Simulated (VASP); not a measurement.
# TePb (Fm-3m) in VASP: further runs, part 2 of 2

VASP 6.6.1. The steps go on from the part before.

## 4. Relaxation of the atoms, LDA (a relaxed cell with its volume scaled by 1.02)

INCAR reads:

```
PREC     = Accurate       # precision mode
ENCUT    = 600            # plane-wave cutoff, eV
EDIFF    = 1E-7           # SCF threshold, eV
ISMEAR   = 0              # smearing method
SIGMA    = 0.03           # smearing width, eV
LREAL    = F              # projectors in reciprocal space
LASPH    = T              # aspherical terms in the spheres
NELM     = 80             # most SCF steps
ALGO     = Normal         # electronic algorithm
ISIF     = 2              # what is computed and relaxed
LWAVE    = F              # write WAVECAR
LCHARG   = F              # write CHGCAR
GGA      = CA             # functional
IBRION   = 2              # ionic algorithm
NSW      = 40             # ionic steps
EDIFFG   = -0.01          # ionic threshold
```

KPOINTS reads:

```
regular mesh
0
Gamma
  8 8 8
```

POSCAR reads:

```
TePb                                    
1.0
    0.0000000000      3.2139297423      3.2139297423
    3.2139297423      0.0000000000      3.2139297423
    3.2139297423      3.2139297423      0.0000000000
  Te              Pb            
     1     1
Direct
     0.5000000000000000    0.5000000000000000    0.5000000000000000
     0.0000000000000000    0.0000000000000000    0.0000000000000000
```

Potentials or basis: VASP PAW LDA potentials, release 64 (Te, Pb_d).

The run is started by

```sh
$ cat potpaw_LDA.64/Te/POTCAR potpaw_LDA.64/Pb_d/POTCAR > POTCAR
$ mpirun -np 1 vasp_std > vasp.out
```

OUTCAR:

```text
PREC = Accurate
   ENCUT = 600
   EDIFF = 1E-7
   ISMEAR = 0
   LREAL = F
   LASPH = T
   NELM = 80
   ISIF = 2
   GGA = CA
   IBRION = 2
   NSW = 40
   EDIFFG = -0.01

 ion  position               nearest neighbor table
   1  0.500  0.500  0.500-   2 3.21   2 3.21   2 3.21   2 3.21   2 3.21   2 3.21
   2  0.000  0.000  0.000-   1 3.21   1 3.21   1 3.21   1 3.21   1 3.21   1 3.21

  LATTYP: Found a face centered cubic cell.
 ALAT       =     6.4278594846

  Lattice vectors:

 A1 = (   0.0000000000,   3.2139297423,   3.2139297423)
 A2 = (   3.2139297423,   0.0000000000,   3.2139297423)
 A3 = (   3.2139297423,   3.2139297423,   0.0000000000)

Analysis of symmetry for initial positions (statically):
=====================================================================
 Subroutine PRICEL returns:
 Original cell was already a primitive cell.

 Routine SETGRP: Setting up the symmetry group for a
 face centered cubic supercell.

 Subroutine GETGRP returns: Found 48 space group operations
 (whereof 48 operations were pure point group operations)
 out of a pool of 48 trial point group operations.

The static configuration has the point symmetry O_h .

Analysis of symmetry for dynamics (positions and initial velocities):
=====================================================================
 Subroutine PRICEL returns:
 Original cell was already a primitive cell.

 Routine SETGRP: Setting up the symmetry group for a
 face centered cubic supercell.

 Subroutine GETGRP returns: Found 48 space group operations
 (whereof 48 operations were pure point group operations)
 out of a pool of 48 trial point group operations.

The dynamic configuration has the point symmetry O_h .

 Subroutine INISYM returns: Found 48 space group operations
 (whereof 48 operations are pure point group operations),
 and found     1 'primitive' translations

----------------------------------------------------------------------------------------

                                     Primitive cell

  volume of cell :      66.3956

  direct lattice vectors                    reciprocal lattice vectors
     0.000000000  3.213929742  3.213929742    -0.155572785  0.155572785  0.155572785
     3.213929742  0.000000000  3.213929742     0.155572785 -0.155572785  0.155572785
     3.213929742  3.213929742  0.000000000     0.155572785  0.155572785 -0.155572785

  length of vectors
     4.545183030  4.545183030  4.545183030     0.269459967  0.269459967  0.269459967

  position of ions in fractional coordinates (direct lattice)
     0.500000000  0.500000000  0.500000000
     0.000000000  0.000000000  0.000000000

  ion indices of the primitive-cell ions
   primitive index   ion index
                 1           1
                 2           2

----------------------------------------------------------------------------------------

 KPOINTS: regular mesh

Automatic generation of k-mesh.
 Grid dimensions read from file:
 generate k-points for:    8    8    8

 Generating k-lattice:

  Cartesian coordinates                     Fractional coordinates (reciprocal lattice)
    -0.019446598  0.019446598  0.019446598     0.125000000  0.000000000  0.000000000
     0.019446598 -0.019446598  0.019446598     0.000000000  0.125000000  0.000000000
     0.019446598  0.019446598 -0.019446598     0.000000000  0.000000000  0.125000000

  Length of vectors
     0.033682496  0.033682496  0.033682496

  Shift w.r.t. Gamma in fractional coordinates (k-lattice)
     0.000000000  0.000000000  0.000000000

 Subroutine IBZKPT returns following result:
 ===========================================

 Found     29 irreducible k-points:

 Following reciprocal coordinates:
            Coordinates               Weight
  0.000000  0.000000  0.000000      1.000000
  0.125000  0.000000  0.000000      8.000000
  0.250000  0.000000  0.000000      8.000000
  0.375000  0.000000  0.000000      8.000000
  0.500000  0.000000  0.000000      4.000000
  0.125000  0.125000  0.000000      6.000000
[... 16 lines left out ...]
  0.500000  0.250000  0.125000     48.000000
 -0.375000  0.250000  0.125000     24.000000
 [... further k-points ...]
   k-points           NKPTS =     29   k-points in BZ     NKDIM =     29   number of bands    NBANDS=     14
   number of dos      NEDOS =    301   number of ions     NIONS =      2
   total plane-waves  NPLWV =  46656
   dimension x,y,z NGX =    36 NGY =   36 NGZ =   36
   dimension x,y,z NGXF=    72 NGYF=   72 NGZF=   72
   ions per type =               1   1
   NGX,Y,Z   is equivalent  to a cutoff of  13.17, 13.17, 13.17 a.u.
   NGXF,Y,Z  is equivalent  to a cutoff of  26.33, 26.33, 26.33 a.u.
 SYSTEM =  unknown system
   PREC   = accura    normal or accurate (medium, high low for compatibility)
   ISTART =      0    job   : 0-new  1-cont  2-samecut
   ICHARG =      2    charge: 1-file 2-atom 10-const
   ISPIN  =      1    spin polarized calculation?
   LNONCOLLINEAR =      F non collinear calculations
   LSORBIT =      F    spin-orbit coupling
   LASPH  =      T    aspherical Exc in radial PAW
   ENCUT  =  600.0 eV  44.10 Ry    6.64 a.u.   9.08  9.08  9.08*2*pi/ulx,y,z
   NELM   =     80;   NELMIN=  2; NELMDL= -5     # of ELM steps
   EDIFF  = 0.1E-06   stopping-criterion for ELM
   LREAL  =      F    real-space projection
   EDIFFG = -.1E-01   stopping-criterion for IOM
   NSW    =     40    number of steps for IOM
   IBRION =      2    ionic relax: 0-MD 1-quasi-New 2-CG
   NFREE  =      1    steps in history (QN), initial steepest desc. (CG)
   ISIF   =      2    stress and relaxation
   ISYM   =      2    0-nonsym 1-usesym 2-fastsym
   POTIM  = 0.5000    time-step for ionic-motion
   TEBEG  =    0.0;   TEEND  =   0.0 temperature during run
   PSTRESS=    0.0 pullay stress
   NELECT =      20.0000    total number of electrons
   NUPDOWN=      -1.0000    fix difference up-down
   EMIN   =  10.00;   EMAX   =-10.00  energy-range for DOS
   EFERMI =   0.00;   METHOD = LEGACY
   ISMEAR =     0;   SIGMA  =   0.03  broadening in eV -4-tet -1-fermi 0-gaus
   EFERMI_NEDOS =   21; number of points for ismear=-14 and -15
   IALGO  =     38    algorithm
   IMIX   =      4    mixing-type and parameters
     AMIX     =   0.40;   BMIX     =  1.00
     AMIX_MAG =   1.60;   BMIX_MAG =  1.00
  volume/ion in A,a.u.               =      33.20       224.03
  Fermi-wavevector in a.u.,A,eV,Ry     =   1.097417  2.073818 16.385831  1.204325
  Thomas-Fermi vector in A             =   2.233777
   LORBIT       =      0    0 simple, 1 ext, 2 COOP (PROOUT), +10 PAW based schemes
   GGA     = CA    functional components
   LHFCALC =     F    Hartree Fock is set to
   AEXX    =    0.0000 exact exchange contribution
   IVDW    =     0    specifies the selected vdW correction
   LEPSILON=     F    determine dielectric tensor
   LRPA    =     F    only Hartree local field effects (RPA)
 conjugate gradient relaxation of ions
 non-spin polarized calculation
 Gauss-broadening in eV      SIGMA  =   0.03
  energy-cutoff  :      600.00
  volume of cell :       66.40
 maximum number of plane-waves:      2252
   NGX = 19   NGY = 19   NGZ = 19

 number of electron      20.0000001 magnetization

 Free energy of the ion-electron system (eV)
  ---------------------------------------------------
  ext. energy  EPLUGINS =         0.00000000
  ---------------------------------------------------
  free energy    TOTEN  =        -8.77106263 eV

  energy without entropy =       -8.77106263  energy(sigma->0) =       -8.77106263

 E-fermi :   5.8166     XC(G=0):  -9.6443

 val. band max:        5.6244965096   @ k =   0.5000   0.0000   0.0000
 cond. band min:       6.2275358332   @ k =   0.5000   0.0000   0.0000
 fundamental gap:      0.6030393236
 Fermi energy:         5.8166054733

 k-point     1 :       0.0000    0.0000    0.0000
  band No.  band energies     occupation
      1     -11.0739      2.00000
      2     -11.0739      2.00000
      3     -11.0588      2.00000
      4     -11.0588      2.00000
      5     -11.0588      2.00000
      6      -6.5647      2.00000
      7      -0.0110      2.00000
      8       4.2177      2.00000
      9       4.2177      2.00000
     10       4.2177      2.00000
     11       9.6293      0.00000
     12       9.6293      0.00000
     13       9.6293      0.00000
     14      11.3679      0.00000
[... 377 lines left out ...]
      1     -11.1061      2.00000
      2     -11.0824      2.00000
      3     -11.0524      2.00000
      4     -11.0461      2.00000
      5     -11.0372      2.00000
      6      -4.8863      2.00000
      7      -2.8271      2.00000
      8       2.7473      2.00000
      9       2.9631      2.00000
     10       5.1446      2.00000
     11       6.8466      0.00000
     12       9.1412      0.00000
     13       9.6204      0.00000
     14      12.3788      0.00000

 [... further k-points ...]
[... 5 lines left out ...]
  --------------------------------------------------------------------------------------
  -------------------------------------------------------------------------------------
  Total       -0.3886834     -0.3886834     -0.3886834      0.0000000      0.0000000      0.0000000
  in kB       -9.3792359     -9.3792359     -9.3792359      0.0000000      0.0000000      0.0000000
  external PRESSURE =      -9.3792359 kB  Pullay stress =       0.0000000 kB

 VOLUME and BASIS-vectors are now :
 -----------------------------------------------------------------------------
  energy-cutoff  :      600.00
  volume of cell :       66.40
      direct lattice vectors                 reciprocal lattice vectors
     0.000000000  3.213929742  3.213929742    -0.155572785  0.155572785  0.155572785
     3.213929742  0.000000000  3.213929742     0.155572785 -0.155572785  0.155572785
     3.213929742  3.213929742  0.000000000     0.155572785  0.155572785 -0.155572785

 POSITION                                       TOTAL-FORCE (eV/Angst)
 -----------------------------------------------------------------------------------
      3.21393      3.21393      3.21393        -0.000000      0.000000     -0.000000
      0.00000      0.00000      0.00000         0.000000     -0.000000      0.000000
 -----------------------------------------------------------------------------------
    total drift:                               -0.000000      0.000000      0.000000

  FREE ENERGIE OF THE ION-ELECTRON SYSTEM (eV)
  ---------------------------------------------------
  free  energy   TOTEN  =        -8.7710626339 eV

  energy  without entropy=       -8.7710626339  energy(sigma->0) =       -8.77106263

 reached required accuracy - stopping structural energy minimisation
```

It took 17 s on 1 thread of AMD EPYC 9R45 (Zen 5), shared host; peak memory 0.16 GiB.

Results:

```yaml
Free_energy: -8.7711 eV
Pressure_after_relaxing: -0.9 GPa
Band_gap_on_the_k_mesh: 0.60 eV, direct
```

Final structure:
```yaml
crystal:
  lattice:
    - [0.00000, 3.21393, 3.21393]
    - [3.21393, 0.00000, 3.21393]
    - [3.21393, 3.21393, 0.00000]
  atoms:
    - { symbol: Te, position: [0.50000, 0.50000, 0.50000] }
    - { symbol: Pb, position: [0.00000, 0.00000, 0.00000] }
```

Caveat: the relaxation stopped at its first step, so nothing moved; spin-orbit coupling is left out, which as a rule narrows the gap of such compounds by several tenths of an eV.

## 5. Relaxation of the atoms, LDA (a relaxed cell with its volume scaled by 1.04)

INCAR is that of step 4.

KPOINTS is that of step 4.

POSCAR reads:

```
TePb                                    
1.0
    0.0000000000      3.2348000007      3.2348000007
    3.2348000007      0.0000000000      3.2348000007
    3.2348000007      3.2348000007      0.0000000000
  Te              Pb            
     1     1
Direct
     0.5000000000000000    0.5000000000000000    0.5000000000000000
     0.0000000000000000    0.0000000000000000    0.0000000000000000
```

The run is started by

```sh
$ cat potpaw_LDA.64/Te/POTCAR potpaw_LDA.64/Pb_d/POTCAR > POTCAR
$ mpirun -np 1 vasp_std > vasp.out
```

It took 22 s on 1 thread of AMD EPYC 9R45 (Zen 5), shared host; peak memory 0.18 GiB.

Results (log left out):

| Quantity | Value |
| --- | --- |
| Free energy | -8.7602 eV |
| Pressure after relaxing | -1.8 GPa |
| Band gap on the k mesh | 0.64 eV, direct |

Final structure:
```yaml
crystal:
  lattice:
    - [0.00000, 3.23480, 3.23480]
    - [3.23480, 0.00000, 3.23480]
    - [3.23480, 3.23480, 0.00000]
  atoms:
    - { symbol: Te, position: [0.50000, 0.50000, 0.50000] }
    - { symbol: Pb, position: [0.00000, 0.00000, 0.00000] }
```

Levels at points of the mesh, in eV from the valence-band top:
```
           k point  band 8  band 9  band 10  band 11  band 12  band 13
(0.00, 0.00, 0.00)   -1.33   -1.33    -1.33     3.99     3.99     3.99
(0.50, 0.00, 0.00)   -0.85   -0.85     0.00     0.64     1.22     1.22
(0.50, 0.50, 0.00)   -4.49   -2.78    -2.78     3.27     5.38     5.38
```

Caveat: the relaxation stopped at its first step, so nothing moved; spin-orbit coupling is left out, which as a rule narrows the gap of such compounds by several tenths of an eV.

## 6. Summary

```tsv
cell	gap on the mesh (eV)	pressure (GPa)
atoms relaxed from: a relaxed cell with its volume scaled by 0.98	0.51	1.0
atoms relaxed	0.56	0.0
atoms relaxed from: a relaxed cell with its volume scaled by 1.02	0.60	-0.9
atoms relaxed from: a relaxed cell with its volume scaled by 1.04	0.64	-1.8
```

Alike in all rows: task relaxation of the atoms; level LDA; potentials or basis VASP PAW LDA potentials, release 64 (Te, Pb_d); no spin polarisation; k mesh 8 × 8 × 8; cutoff (eV) 600; smearing gaussian 0.03 eV.

Caveats: the relaxation stopped at its first step, so nothing moved; spin-orbit coupling is left out, which as a rule narrows the gap of such compounds by several tenths of an eV.

Total energies depend on the potentials used, so only differences within one code and one set of settings carry meaning.

## 7. Comparison with measurements

Step 3. Against the measured gap of TePb, 0.19 eV (direct; 4.2 K; a printed reference work, monograph), the calculated 0.56 eV is off by +0.37 eV. Spin-orbit coupling on Pb, Te is left out. The value is that of LDA on a finite k mesh, which can miss the band edges, without temperature or zero-point motion.
